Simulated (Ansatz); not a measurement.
The crystal is InSe/InSe (GaSe type bilayer).

The cell holds 8 atoms: 4 In and 4 Se. Cell: a = 3.947 Å, b = 3.947 Å, c = 51.700 Å, α = 90.0°, β = 90.0°, γ = 120.0°. It derives from In1Se1. Regions: layer 1 (InSe), 4 atoms (2 In and 2 Se); layer 2 (InSe), 4 atoms (2 In and 2 Se). Vacuum lies along c.

```xyz
8
Lattice="3.9471 0.0000 0.0000 -1.9735 3.4183 0.0000 0.0000 0.0000 51.7000" Properties=species:S:1:pos:R:3
In    0.0000    2.2788   22.7868
In    0.0000    2.2788   20.0343
Se    1.9735    1.1394   24.0880
Se    1.9735    1.1394   18.7327
In    0.0000    2.2788   31.6657
In    0.0000    2.2788   28.9132
Se    1.9735    1.1394   32.9673
Se    1.9735    1.1394   27.6120
```

The structure was relaxed with PBEsol-D3(BJ). At the settings of the band run the largest force is still 0.06 eV/Å. The runs that relaxed it are not among those shown.

Gaps computed with Ansatz 0.2.0 without a self-energy: PBEsol 1.33 eV and PBEsol+SOC 1.31 eV.

**Question.** Estimate the G0W0@PBEsol gap with 6×6×1 mesh, 1133 empty bands, screening to 80 eV, PAW set soft_1 files.

About 2.30 eV: on its mesh the run moves the gap from 1.33 eV by +0.97 eV. Bands and cutoff are finite, so the gap is not at the basis limit. The miss can reach some tenths of an eV and take either sign; the mesh is an error of its own. The mesh in the plane is coarse for a sheet; gap and any exciton binding can still move on denser ones. The many-body steps are scalar-relativistic: spin-orbit coupling is not in them.

[Paths, hosts, dates, memory and timing lines, banners, echoed tables and standing remarks are left out of the program output.]

[Logs are printed without paths, hosts, clocks, repeated set-up lines and the standing remarks that a program may print on its own settings, such as how far it seeks lower states.]

[Runs of the session that timed out or met a known fault of the program may be left out.]

[Cells called generated may have been cut or substituted from an entry of the Crystallography Open Database or the Materials Project.]

[Hosts, paths, dates, database ids (printed as entryN), source tags and the programs' standing remarks are cut or masked in the printed files.]
